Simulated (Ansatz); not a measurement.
# Al (Fm-3m) in Ansatz: a series of runs

The runs below take Al through single point, relaxation of cell and atoms, with PBE.

Everything below comes from runs of Ansatz 0.2.0. Logs are shortened: lines on timing, memory, paths and dates and some standing lists are left out, and cuts for length are marked.

## Step 1: The crystal as given

Symmetry: Fm-3m, No. 225, cubic system. Conventional cell: a = 4.050 Å, b = 4.050 Å, c = 4.050 Å, α = 90.00°, β = 90.00°, γ = 90.00°. Al (site symmetry m-3m) is surrounded by 12 Al at 2.86 Å.

## Step 2: Single point, PBE

input.yaml

```yaml
crystal:
  lattice:
    - [0.0, 2.024805, 2.024805]
    - [2.024805, 0.0, 2.024805]
    - [2.024805, 2.024805, 0.0]
  atoms:
    - { symbol: Al, position: [0.0, 0.0, 0.0] }
hamiltonian:
  xc: pbe
  pseudopotentials: { kind: paw }
kpoints:
  mp_grid: { grid: [11, 11, 11] }
scf:
  occupations: { method: gaussian, width: 0.011 }
output:
  forces: true
  stress: true
  eigenvalues: true
```

Potentials or basis: Ansatz PAW.

Started as:

```sh
$ ansatz run input.yaml --threads 2 --pin off --max-ram 5632MiB --backend cpu --events-out ev --progress --plain --runs-dir out
```

Standard output:

```text
Warning: RAYON_NUM_THREADS=2 ignored (pool sized by the plan → 2); use --threads N
Engine: ansatz 0.2.0, x86_64-unknown-linux-gnu
Pseudopotentials: kind: paw
Pseudopotential: Al, paw, valence charge 3, recommended cutoff 420 eV (normal), Al.paw.azcp
Functional definition: PBE
  parameter kappa = 0.804
  parameter beta = 0.06672455060314922
  exchange = pbe_x(kappa = kappa, mu = beta*pi^2/3)
  correlation = pbe_c(beta = beta)
Crystal: 1 atoms, lattice volume = 16.603 Å³
Basis set: ecut = 420 eV, 331 PW (Γ), exchange–correlation on 40×40×40 points (8 copies of the dense FFT grid, shifted against one another)
Bands: 6, of which v1, the nominal top of the filled ones, is band 2 counted from 1 (1 counted from 0)
Symmetry: 48 space group operations
Space group: Fm-3m (ITA 225), of the structure as read, at distance tolerance 2.6e-5 Å
k-points: 56 of 1331
Non-local potential: Al, projectors of the file, l = 0: 2, l = 1: 2, l = 2: 1
PAW form: soft (Blöchl's): semilocal exchange-correlation on the pseudo side does not see the compensation charge
PAW one-centre angular grid: Al, 110 points (default); XC on 64 Gauss nodes
Initial density: superposition of atomic densities (neutral atoms: chi_scale 0, normalization atom), corrected by the library's trained network
Initial wavefunctions: pseudopotential atomic-orbital guess
Functional: x = pbe(κ = 0.804, μ = 0.2195149727645171), c = pbe(β = 0.06672455060314922)
SCF iter   1: F=—  HF=-537.509133 eV  |F-HF|=—  |Δ(HF+E_count)|=         —  Δρ=6.20e-4  dr2=3.89e-5  ethr=1.77e-3  ⟨swp⟩=4.9  Hψ=2991  notcnv=0
preconditioner: auto → none  [insulator: Δε(μ)=0.028 eV  Ē_g=13.152 eV  σ=0.011 eV  W_gap=0.84  n_scr=0 (ndim 8)  ℏωp=15.8 eV  f_vac=0.000  D(μ)=2.29/eV (n_scr^D=26)  ε∞_Penn≈2.4]
SCF iter   2: F=—  HF=-537.509168 eV  |F-HF|=—  |Δ(HF+E_count)|=   3.51e-5  Δρ=3.27e-4  dr2=1.14e-5  ethr=1.30e-6  ⟨swp⟩=2.3  Hψ=930  notcnv=0  defer=18
SCF iter   3: F=—  HF=-537.509176 eV  |F-HF|=—  |Δ(HF+E_count)|=   8.06e-6  Δρ=2.46e-5  dr2=1.07e-7  ethr=3.79e-7  ⟨swp⟩=1.0  Hψ=305  notcnv=0  defer=18
iter 4 did not close the SCF: its close was put off for the readings that it lacked (scf_convergence_deferred on its scf_iter line)
SCF iter   4: F=-537.509176 eV  HF=-537.509176 eV  |F-HF|=2.22e-9  |Δ(HF+E_count)|=   1.82e-8  Δρ=7.69e-6  dr2=1.04e-8  ethr=3.58e-9  ⟨swp⟩=1.2  Hψ=320  notcnv=0  defer=18
iter 5 did not close the SCF: its close was put off for the readings that it lacked (scf_convergence_deferred on its scf_iter line)
SCF iter   5: F=-537.509176 eV  HF=-537.509176 eV  |F-HF|=8.75e-12  |Δ(HF+E_count)|=   2.07e-9  Δρ=4.69e-7  dr2=2.15e-11  ethr=3.45e-10  ⟨swp⟩=1.0  Hψ=305  notcnv=0  defer=18
SCF iter   6: F=-537.509176 eV  HF=-537.509176 eV  |F-HF|=1.93e-12  |Δ(HF+E_count)|=  1.18e-11  Δρ=2.16e-7  dr2=8.39e-12  ethr=1.00e-12  ⟨swp⟩=2.1  Hψ=1188  notcnv=0
SCF 1 converged in 6 iterations: F = -537.509176 eV  dr2 = 8.39e-12
SCF converged after 6 iterations
Free energy (F): -537.509176 eV
Harris-Foulkes:  -537.509176 eV  (|F-HF|=1.93e-12)
Internal energy: -537.509037 eV  (E = F + TS)
E sigma→0 (E₀):  -537.509106 eV
Entropy (-TS):   -0.000139 eV (-0.139 meV/atom)
Fermi energy:    7.902531 eV
--- Per-component energies (eV) ---
  E_band       = 10.417306
  E_kinetic    = 22.650730
  E_local      = 9.804050  (includes V_loc(G=0)·N_el)
  E_nonlocal   = 10.311698
  E_hartree    = 0.100379
  E_xc         = -39.689998
  E_vxc        = -28.901496  (∫ρ·V_xc dr)
  E_paw        = -467.322841  (= ΣΔE_a)
  E_vpaw       = -3.648432  (= ΣTr[D̂ρ^β])
  E_aug_tail   = -0.000002  (compensation charges beyond the density's cutoff)
  E_ewald      = -73.363052
  E_smearing   = -0.000139  (= −TS)
  E_closure    = 0.000000  (closes the sum)
  Σ components = -537.509176   (vs F -537.509176, Δ=0.00e0)
--- Forces (eV/Å), atoms counted from 1 ---
  atom   1  Al    -0.00000000    -0.00000000     0.00000000
  max |Σ_I F_I| component: 4.11e-33 eV/Å
--- Stress (GPa, compression-positive) ---
       -0.516426      -0.000000       0.000000
       -0.000000      -0.516426       0.000000
        0.000000       0.000000      -0.516426
  P = ⅓ Tr σ = -0.5164 GPa (-5.164 kbar)
--- Band table (eV; the first three rows and the last of 56) ---
  k-point 0: bands = ["-3.2053", "20.3669", "20.3669", "20.3669", "21.9134", "21.9134"]
  k-point 1: bands = ["-2.9818", "17.5075", "19.7554", "19.7554", "22.5713", "22.8584"]
  k-point 2: bands = ["-2.3133", "13.8851", "19.0414", "19.0414", "22.3386", "23.6392"]
  k-point 55: bands = ["6.4950", "6.7507", "8.1492", "10.0278", "21.7066", "24.5336"]
```

It took 0.42 s on 2 threads of Intel Xeon Platinum 8259CL at 2.50GHz (Skylake/Cascade Lake), shared host; peak memory 0.31 GiB.

What came out:

* Free energy: -537.5092 eV
* Pressure: -0.5 GPa
* Band gap on the k mesh: none (metal or under the smearing width)

Levels at points of the mesh, in eV from the Fermi level:
| k point | band 1 | band 2 | band 3 | band 4 | band 5 |
| --- | --- | --- | --- | --- | --- |
| (0.00, 0.00, 0.00) | -11.11 | 12.46 | 12.46 | 12.46 | 14.01 |

## Step 3: Relaxation of cell and atoms, PBE

input.yaml, as its differences from that of step 2:

```diff
@@ -13,3 +13,3 @@
 scf:
-  occupations: { method: gaussian, width: 0.011 }
+  occupations: { method: fermi_dirac, width: 0.05 }
 output:
@@ -17,2 +17,9 @@
   stress: true
-  eigenvalues: true
+  write_density: true
+  write_potential: true
+  elf: true
+  volumetric_format: npy
+relax:
+  f_tol: 0.01
+  max_steps: 40
+  cell: { stress_tol: 0.05 }
```

Potentials or basis: Ansatz PAW.

Started as:

```sh
$ ansatz run input.yaml --threads 2 --pin off --max-ram 5632MiB --backend cpu --events-out ev --progress --plain --runs-dir out
```

It took 1.2 s on 2 threads of Intel Xeon Platinum 8259CL at 2.50GHz (Skylake/Cascade Lake), shared host; peak memory 0.32 GiB.

Results (log left out):

```yaml
Free_energy: -537.5124 eV
Relaxed_volume: 16.51 Å³/atom
Relaxed_cell: a = 2.858 Å, b = 2.858 Å, c = 2.858 Å, α = 60.00°, β = 60.00°, γ = 60.00°
Space_group_after_relaxing_to_0.05_Å: Fm-3m (No. 225)
Energy_gained_by_relaxing: 0.1 meV/atom
Ionic_steps: 4
Pressure_after_relaxing: 0.0 GPa
Band_gap_on_the_k_mesh: none (metal or under the smearing width)
```

Step by step:
```csv
step,energy change (eV),largest force (eV/Å),volume (Å³)
1,0.0000,0.0000,16.60
2,-0.0002,0.0000,16.50
3,-0.0002,0.0000,16.51
4,-0.0001,0.0000,16.51
```

Final structure:
```xyz
1
Lattice="0.0000 2.0212 2.0212 2.0212 0.0000 2.0212 2.0212 2.0212 0.0000" Properties=species:S:1:pos:R:3 pbc="T T T"
Al    0.0000    0.0000    0.0000
```

Levels at points of the mesh, in eV from the Fermi level:
| k point | band 1 | band 2 | band 3 | band 4 |
| --- | --- | --- | --- | --- |
| (0.00, 0.00, 0.00) | -11.13 | 12.51 | 12.51 | 12.51 |

Caveat: the plane-wave basis is chosen anew once the cell has moved, so the energies of steps on either side of that aren't comparable.

## Step 4: Against experiment

Step 3. The cell as given is a measured one (16.60 Å³/atom); PBE puts the equilibrium volume -0.5 % from it, thermal expansion not counted.
